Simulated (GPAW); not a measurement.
# Sn (I4_1/amd) in GPAW: notebook

Aim: see how the results for Sn move with the level of theory and the settings. Levels: RPBE, PBE. Tasks: single point.

Everything below comes from runs of GPAW 26.7.0. Logs are shortened: lines on timing, memory, paths and dates and some standing lists are left out, and cuts for length are marked. The log counts tension as positive stress, the text compression.

### Step 1. Starting point

Symmetry: I4_1/amd, No. 141, tetragonal system. Conventional cell: a = 5.880 Å, b = 5.880 Å, c = 3.199 Å, α = 90.00°, β = 90.00°, γ = 90.00°. Sn (site symmetry -4m2) is surrounded by 6 Sn at 3.05 to 3.20 Å.

### Step 2. Single point, RPBE

Input file run.py:

```python
from ase.dft.bandgap import bandgap
from ase.io import read, write
from ase.units import GPa
from gpaw import GPAW, PW

atoms = read('POSCAR')

calc = GPAW(mode=PW(600),
            xc='RPBE',
            kpts={'size': (9, 9, 9), 'gamma': True},
            occupations={'name': 'methfessel-paxton', 'order': 0, 'width': 0.1},
            nbands=24,
            convergence={'density': 1e-05, 'energy': 1e-05},
            maxiter=150,
            txt='gpaw.txt')
atoms.calc = calc
energy = atoms.get_potential_energy()
forces = atoms.get_forces()
stress = atoms.get_stress()
calc.write('gs.gpw')
write('result.traj', atoms)
print(f'Energy: {energy:.6f} eV')
print('Forces (eV/A):')
print(forces.round(4))
print('Stress (GPa):', (stress / GPa).round(3))
print('Fermi level:', round(calc.get_fermi_level(), 4), 'eV')
print(f'Gap: {bandgap(calc)[0]:.4f} eV, direct: {bandgap(calc, direct=True)[0]:.4f} eV')
```

Input file POSCAR:

```
Sn
1.0
   -2.9401404553      2.9401404553      1.5993019889
    2.9401404553     -2.9401404553      1.5993019889
    2.9401404553      2.9401404553     -1.5993019889
Sn
2
Direct
    0.0000000000      0.0000000000      0.0000000000
    0.7500000000      0.2500000000      0.5000000000
```

Potentials or basis: the program's PAW data sets (release 1.2.1) made for this functional, pw.

On the command line:

```console
$ OMP_NUM_THREADS=1 python run.py
```

gpaw.txt:

```text
__  _  _
 | _ |_)|_||  |
 |__||  | ||/\| - 26.7.0

Input parameters:
  mode=PW(ecut=600.0),
  convergence={'density': 1e-05, 'energy': 1e-05},
  kpts=MonkhorstPack(size=(9, 9, 9), gamma=True),
  maxiter=150,
  nbands=24,
  occupations=Occupations(name='methfessel-paxton', order=0, width=0.1),
  xc=XC(name='RPBE')

Diagonalizing LCAO Hamiltonian
Converting LCAO to pw mode

         Sn

       Sn

Atoms  # Å, Bohr magnetons
|   | symbol |        x |        y |        z |    initial magnetic moments |
|---|--------|----------|----------|----------|-----------------------------|
| 0 |     Sn | 0.000000 | 0.000000 | 0.000000 | ( 0.0000,  0.0000,  0.0000) |
| 1 |     Sn | 0.000000 | 2.940140 | 0.799651 | ( 0.0000,  0.0000,  0.0000) |

Unit cell  # Å
| periodic |         x |         y |         z |  lengths |     angles |
|----------|-----------|-----------|-----------|----------|------------|
|      yes | -2.940140 |  2.940140 |  1.599302 | 4.454954 |  97.404686 |
|      yes |  2.940140 | -2.940140 |  1.599302 | 4.454954 |  97.404686 |
|      yes |  2.940140 |  2.940140 | -1.599302 | 4.454954 | 137.923144 |

Number of symmetries: 8
Symmetry operations  # r_c * U_cc + t_c -> r_c
|   | kind |            matrix            |
|---|------|------------------------------|
| 0 |  σ   |  1, 1, 1,  0, 0,-1,  0,-1, 0 |
| 1 |  E   |  1, 0, 0,  0, 1, 0,  0, 0, 1 |
| 2 |  C2  |  0, 1, 0,  1, 0, 0, -1,-1,-1 |
| 3 |  S4  |  0, 0, 1, -1,-1,-1,  0, 1, 0 |
| 4 |  σ   |  0, 0,-1,  1, 1, 1, -1, 0, 0 |
| 5 |  C2  |  0,-1, 0, -1, 0, 0,  0, 0,-1 |
| 6 |  C2  | -1, 0, 0,  0,-1, 0,  1, 1, 1 |
| 7 |  S4  | -1,-1,-1,  0, 0, 1,  1, 0, 0 |

BZ-sampling:
  Number of BZ points: 729
  Number of IBZ points: 75

  Monkhorst-Pack size: [9, 9, 9]
  Monkhorst-Pack shift: [0, 0, 0]

K-points  # in reciprocal-cell coordinates
|     |                                coordinates |     weight |
|-----|--------------------------------------------|------------|
|   0 | (  0.00000000,   0.00000000,   0.00000000) | 0.00137174 |
|   1 | (  0.11111111,  -0.11111111,   0.00000000) | 0.00548697 |
|   2 | (  0.11111111,  -0.11111111,   0.11111111) | 0.00548697 |
|   3 | (  0.11111111,   0.00000000,   0.00000000) | 0.01097394 |
|   4 | (  0.11111111,   0.11111111,  -0.11111111) | 0.00274348 |
|   5 | (  0.22222222,  -0.22222222,   0.00000000) | 0.00548697 |
|   6 | (  0.22222222,  -0.22222222,   0.11111111) | 0.01097394 |
|   7 | (  0.22222222,  -0.22222222,   0.22222222) | 0.00548697 |
|   8 | (  0.22222222,  -0.11111111,   0.00000000) | 0.02194787 |
|   9 | (  0.22222222,  -0.11111111,   0.11111111) | 0.01097394 |
| ... |                                            |            |
|  74 | (  0.44444444,   0.44444444,   0.44444444) | 0.01097394 |

Plane wave coefficients: 1880
Cutoff: 600.0 eV

Spin-components: 1 (collinear spins)
Bands:           24
Projectors:      12
Spin-degeneracy: 2
Datatype:        complex128

Parallelization:
  kpt:    1
  domain: 1
  band:   1

Density:
  Valence electrons: 28.0
  Components: 1
  Grid points: [27 27 27]
  Charge: 0.0  # |e|

Potential:
  Grid points: [27 27 27]

species:
  Sn:
    name:    Tin
    Z:       50.0
    valence: 14
    core:    36
    charge:  0.0  # [|e|]
    compensation charges:
      type: gauss
      rc: 0.38  # [Å]
      lmax: 2
    cutoffs:
      filter: 2.23  # [Å]
      core: 2.35  # [Å]
    projectors
    | kind |    occ | energy [eV] | rcut [Å] |
    |------|--------|-------------|----------|
    |   5s |  2.000 |     -10.465 |    1.201 |
    |   5p |  2.000 |      -3.644 |    1.270 |
    |   4d | 10.000 |     -25.852 |    1.185 |
    |    s |        |      16.747 |    1.201 |
    |    p |        |      23.567 |    1.270 |
    |    d |        |       1.359 |    1.185 |

    Using partial waves for Sn as LCAO basis

Reference energy: -336039.223305  # eV

eigensolver:
  PPCG
  Converge bands: occupied
  niter=2

density mixing:
  MSR1-Mixer
  Pratt-step length: 0.05
  Maximum mixing coefficient: 0.75
  Old densities: 10
  SVD Regularization: 0.005
  Good broyden scale: 1.0
  Trust region scale: 1.0
  Backstep threshold: 4.0
  History deletion threshold: 6.0
  Fourier metric: weight=20.0, sigma=0.015

occupation numbers:
  Methfessel-Paxton:
    width: 0.1000  # eV
    order: 0

poisson solver:
  ecut: 4800.0  # eV

xc functional:
  name: RPBE with 2 nearest neighbor stencil

convergence criteria:
- Maximum integral of absolute [dens]ity change: 1e-05 electrons / valence electron
- Maximum [total energy] change in last 3 cyles: 1e-05 eV / valence electron
- Maximum integral of absolute [eigenst]ate change: 4e-08 eV^2 / valence electron
maximum number of iterations: 150

SCF iterations
|iter     | |      energy | eigst |  dens |
|---------|-|-------------|-------|-------|
|iter:   1| |   -7.257942 | -0.06 |       |
|iter:   2| |   -7.259881 | -2.52 | -1.67 |
|iter:   3| |   -7.255795 | -2.64 | -1.70 |
|iter:   4| |   -7.259603 | -3.38 | -2.15 |
|iter:   5| |   -7.260165 | -4.30 | -2.74 |
|iter:   6| |   -7.260182 | -5.84 | -3.56 |
|iter:   7| |   -7.260183c| -6.98 | -4.25 |
|iter:   8| |   -7.260183c| -7.58c| -4.99 |
|iter:   9| |   -7.260183c| -7.88c| -5.45c|

Converged in 9 steps
Energy contributions relative to reference atoms: (reference = -336039.223305)

Energy contributions:
  Kinetic:          10.740394
  Coulomb:          -9.988089
  Zero:             -0.001685
  External:          0.000000
  Xc:               -8.008306
  Entropy:          -0.004994
  Spinorbit:         0.000000
  ----------------------------
  Free energy:      -7.262680
  Extrapolated:     -7.260183

dipole moment: (-16.397234, -3.427269, -5.391812)  # |e|*Ang

Fermi level: 7.030
Eigenvalues  # (at kpt = [0.000, 0.000, 0.000])
| band index |      eig [eV] | occ [0-2] |
|------------|---------------|-----------|
|          0 |       -14.667 |     2.000 |
|        ... |               |           |
|          6 |       -14.390 |     2.000 |
|          7 |       -14.390 |     2.000 |
|          8 |       -14.308 |     2.000 |
|          9 |       -14.202 |     2.000 |
|         10 |        -3.953 |     2.000 |
|         11 |         3.385 |     2.000 |
[... 8 lines left out ...]
|         20 |        17.382 |     0.000 |
|         21 |        18.083 |     0.000 |
|        ... |               |           |
|         23 |        18.435 |     0.000 |

No gap
No difference between direct/indirect transitions

Forces  # eV/Ang
|        x |       y |        z |
|----------|---------|----------|
|  0.00000 | 0.00000 |  0.00000 |  # Sn   0
| -0.00000 | 0.00000 | -0.00000 |  # Sn   1

Stress tensor  # eV/Ang^3
|         x |         y |         z |
|-----------|-----------|-----------|
| -0.017007 |  0.000000 |  0.000000 |
|  0.000000 | -0.017007 | -0.000000 |
|  0.000000 | -0.000000 | -0.014468 |

# Writing to gs.gpw (mode='')
```

stdout:

```text
Energy: -7.260183 eV
Forces (eV/A):
[[ 0.  0.  0.]
 [-0.  0. -0.]]
Stress (GPa): [-2.725 -2.725 -2.318 -0.     0.     0.   ]
Fermi level: 7.0303 eV
Gap: 0.0000 eV, direct: 0.0000 eV
```

It took 68 s on 1 thread of Arm Neoverse V1, shared host; peak memory 0.22 GiB.

What came out:

```yaml
Free_energy: -7.2627 eV
Pressure: 2.6 GPa
Band_gap_on_the_k_mesh: none (metal or under the smearing width)
```

Stress tensor (GPa, compression positive):
```
2.72 0.00 0.00
0.00 2.72 0.00
0.00 0.00 2.32
```

### Step 3. Single point, PBE

Changes to run.py since step 2:

```diff
@@ -8,5 +8,5 @@
 calc = GPAW(mode=PW(600),
-            xc='RPBE',
+            xc='PBE',
             kpts={'size': (9, 9, 9), 'gamma': True},
-            occupations={'name': 'methfessel-paxton', 'order': 0, 'width': 0.1},
+            occupations={'name': 'methfessel-paxton', 'order': 0, 'width': 0.013000000000000001},
             nbands=24,
```

POSCAR is that of step 2.

Potentials or basis: GPAW PAW data sets (gpaw-data 1.2.1), pw.

On the command line:

```console
$ OMP_NUM_THREADS=1 python run.py
```

gpaw.txt:

```text
__  _  _
 | _ |_)|_||  |
 |__||  | ||/\| - 26.7.0

Input parameters:
  mode=PW(ecut=600.0),
  convergence={'density': 1e-05, 'energy': 1e-05},
  kpts=MonkhorstPack(size=(9, 9, 9), gamma=True),
  maxiter=150,
  nbands=24,
  occupations=Occupations(name='methfessel-paxton', order=0, width=0.013000000000000001),
  xc=XC(name='PBE')

Diagonalizing LCAO Hamiltonian
Converting LCAO to pw mode

         Sn

       Sn

Atoms  # Å, Bohr magnetons
|   | symbol |        x |        y |        z |    initial magnetic moments |
|---|--------|----------|----------|----------|-----------------------------|
| 0 |     Sn | 0.000000 | 0.000000 | 0.000000 | ( 0.0000,  0.0000,  0.0000) |
| 1 |     Sn | 0.000000 | 2.940140 | 0.799651 | ( 0.0000,  0.0000,  0.0000) |

Unit cell  # Å
| periodic |         x |         y |         z |  lengths |     angles |
|----------|-----------|-----------|-----------|----------|------------|
|      yes | -2.940140 |  2.940140 |  1.599302 | 4.454954 |  97.404686 |
|      yes |  2.940140 | -2.940140 |  1.599302 | 4.454954 |  97.404686 |
|      yes |  2.940140 |  2.940140 | -1.599302 | 4.454954 | 137.923144 |

Number of symmetries: 8
Symmetry operations  # r_c * U_cc + t_c -> r_c
|   | kind |            matrix            |
|---|------|------------------------------|
| 0 |  σ   |  1, 1, 1,  0, 0,-1,  0,-1, 0 |
| 1 |  E   |  1, 0, 0,  0, 1, 0,  0, 0, 1 |
| 2 |  C2  |  0, 1, 0,  1, 0, 0, -1,-1,-1 |
| 3 |  S4  |  0, 0, 1, -1,-1,-1,  0, 1, 0 |
| 4 |  σ   |  0, 0,-1,  1, 1, 1, -1, 0, 0 |
| 5 |  C2  |  0,-1, 0, -1, 0, 0,  0, 0,-1 |
| 6 |  C2  | -1, 0, 0,  0,-1, 0,  1, 1, 1 |
| 7 |  S4  | -1,-1,-1,  0, 0, 1,  1, 0, 0 |

BZ-sampling:
  Number of BZ points: 729
  Number of IBZ points: 75

  Monkhorst-Pack size: [9, 9, 9]
  Monkhorst-Pack shift: [0, 0, 0]

K-points  # in reciprocal-cell coordinates
|     |                                coordinates |     weight |
|-----|--------------------------------------------|------------|
|   0 | (  0.00000000,   0.00000000,   0.00000000) | 0.00137174 |
|   1 | (  0.11111111,  -0.11111111,   0.00000000) | 0.00548697 |
|   2 | (  0.11111111,  -0.11111111,   0.11111111) | 0.00548697 |
|   3 | (  0.11111111,   0.00000000,   0.00000000) | 0.01097394 |
|   4 | (  0.11111111,   0.11111111,  -0.11111111) | 0.00274348 |
|   5 | (  0.22222222,  -0.22222222,   0.00000000) | 0.00548697 |
|   6 | (  0.22222222,  -0.22222222,   0.11111111) | 0.01097394 |
|   7 | (  0.22222222,  -0.22222222,   0.22222222) | 0.00548697 |
|   8 | (  0.22222222,  -0.11111111,   0.00000000) | 0.02194787 |
|   9 | (  0.22222222,  -0.11111111,   0.11111111) | 0.01097394 |
| ... |                                            |            |
|  74 | (  0.44444444,   0.44444444,   0.44444444) | 0.01097394 |

Plane wave coefficients: 1880
Cutoff: 600.0 eV

Spin-components: 1 (collinear spins)
Bands:           24
Projectors:      12
Spin-degeneracy: 2
Datatype:        complex128

Parallelization:
  kpt:    1
  domain: 1
  band:   1

Density:
  Valence electrons: 28.0
  Components: 1
  Grid points: [27 27 27]
  Charge: 0.0  # |e|

Potential:
  Grid points: [27 27 27]

species:
  Sn:
    name:    Tin
    Z:       50.0
    valence: 14
    core:    36
    charge:  0.0  # [|e|]
    compensation charges:
      type: gauss
      rc: 0.38  # [Å]
      lmax: 2
    cutoffs:
      filter: 2.23  # [Å]
      core: 2.35  # [Å]
    projectors
    | kind |    occ | energy [eV] | rcut [Å] |
    |------|--------|-------------|----------|
    |   5s |  2.000 |     -10.538 |    1.201 |
    |   5p |  2.000 |      -3.696 |    1.270 |
    |   4d | 10.000 |     -25.845 |    1.185 |
    |    s |        |      16.674 |    1.201 |
    |    p |        |      23.515 |    1.270 |
    |    d |        |       1.367 |    1.185 |

    Using partial waves for Sn as LCAO basis

Reference energy: -336021.386614  # eV

eigensolver:
  PPCG
  Converge bands: occupied
  niter=2

density mixing:
  MSR1-Mixer
  Pratt-step length: 0.05
  Maximum mixing coefficient: 0.75
  Old densities: 10
  SVD Regularization: 0.005
  Good broyden scale: 1.0
  Trust region scale: 1.0
  Backstep threshold: 4.0
  History deletion threshold: 6.0
  Fourier metric: weight=20.0, sigma=0.015

occupation numbers:
  Methfessel-Paxton:
    width: 0.0130  # eV
    order: 0

poisson solver:
  ecut: 4800.0  # eV

xc functional:
  name: PBE with 2 nearest neighbor stencil

convergence criteria:
- Maximum integral of absolute [dens]ity change: 1e-05 electrons / valence electron
- Maximum [total energy] change in last 3 cyles: 1e-05 eV / valence electron
- Maximum integral of absolute [eigenst]ate change: 4e-08 eV^2 / valence electron
maximum number of iterations: 150

SCF iterations
|iter     | |      energy | eigst |  dens |
|---------|-|-------------|-------|-------|
|iter:   1| |   -8.027850 | -0.05 |       |
|iter:   2| |   -8.028969 | -2.53 | -1.68 |
|iter:   3| |   -8.019507 | -2.71 | -1.71 |
|iter:   4| |   -8.022154 | -3.47 | -2.16 |
|iter:   5| |   -8.022558 | -4.46 | -2.76 |
|iter:   6| |   -8.022572 | -6.06 | -3.61 |
|iter:   7| |   -8.022573c| -7.18 | -4.28 |
|iter:   8| |   -8.022573c| -7.83c| -5.03c|

Converged in 8 steps
Energy contributions relative to reference atoms: (reference = -336021.386614)

Energy contributions:
  Kinetic:           9.030193
  Coulomb:          -8.495210
  Zero:              0.012845
  External:          0.000000
  Xc:               -8.570331
  Entropy:          -0.000141
  Spinorbit:         0.000000
  ----------------------------
  Free energy:      -8.022643
  Extrapolated:     -8.022573

dipole moment: (-16.425989, -3.457714, -5.407913)  # |e|*Ang

Fermi level: 6.904
Eigenvalues  # (at kpt = [0.000, 0.000, 0.000])
| band index |      eig [eV] | occ [0-2] |
|------------|---------------|-----------|
|          0 |       -14.717 |     2.000 |
|        ... |               |           |
|          6 |       -14.437 |     2.000 |
|          7 |       -14.437 |     2.000 |
|          8 |       -14.354 |     2.000 |
|          9 |       -14.249 |     2.000 |
|         10 |        -4.079 |     2.000 |
|         11 |         3.222 |     2.000 |
[... 8 lines left out ...]
|         20 |        17.303 |     0.000 |
|         21 |        17.997 |     0.000 |
|        ... |               |           |
|         23 |        18.355 |     0.000 |

No gap
No difference between direct/indirect transitions

Forces  # eV/Ang
|        x |        y |       z |
|----------|----------|---------|
|  0.00000 | -0.00000 | 0.00000 |  # Sn   0
| -0.00000 |  0.00000 | 0.00000 |  # Sn   1

Stress tensor  # eV/Ang^3
|         x |         y |         z |
|-----------|-----------|-----------|
| -0.007823 |  0.000000 |  0.000000 |
|  0.000000 | -0.007823 | -0.000000 |
|  0.000000 | -0.000000 | -0.005685 |

# Writing to gs.gpw (mode='')
```

It took 65 s on 1 thread of Arm Neoverse V1, shared host; peak memory 0.22 GiB.

Results:

- Free energy: -8.0226 eV
- Pressure: 1.1 GPa
- Band gap on the k mesh: none (metal or under the smearing width)

Levels at points of the mesh, in eV from the Fermi level:
| k point | band 10 | band 11 | band 12 | band 13 | band 14 | band 15 | band 16 | band 17 | band 18 | band 19 |
| --- | --- | --- | --- | --- | --- | --- | --- | --- | --- | --- |
| (0.00, 0.00, 0.00) | -21.15 | -10.98 | -3.68 | -1.95 | -1.95 | 3.00 | 6.11 | 6.11 | 6.72 | 6.83 |

(Continued in part 2 of 2.)
